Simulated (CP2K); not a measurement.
Crystal: Tc.

```xyz
2
Lattice="2.7400 0.0000 0.0000 -1.3700 2.3729 0.0000 0.0000 0.0000 4.3980" Properties=species:S:1:pos:R:3 pbc="T T T"
Tc    1.3700    0.7910    3.2985
Tc    0.0000    1.5819    1.0995
```

Base run:

```yaml
Program: CP2K 2026.2
Functional: PBE
Potentials_or_basis: POTENTIAL_UZH Tc GTH-PBE0-q15; DZVP-MOLOPT-SR-GTH basis
Density_cutoff: 6123 eV
k_mesh: 11 × 11 × 6
Occupations: fermi-dirac, width 0.05 eV
Spin: no spin polarisation
```

Its results: band gap on the k mesh none (metal or under the smearing width); pressure 4.6 GPa.

**Question.** The run is repeated on the same cell with these changes: potentials or basis from POTENTIAL_UZH Tc GTH-PBE0-q15; DZVP-MOLOPT-SR-GTH basis to GTH_POTENTIALS Tc GTH-PBE-q15; DZVP-MOLOPT-SR-GTH basis; potentials from Tc GTH-PBE0-q15 of POTENTIAL_UZH to Tc GTH-PBE-q15 of GTH_POTENTIALS. What comes out?

**Answer.** Band gap on the k mesh none (metal or under the smearing width); pressure 3.0 GPa.

Caveats: the basis of atomic orbitals isn't converged, which shifts pressures, moduli and gaps.
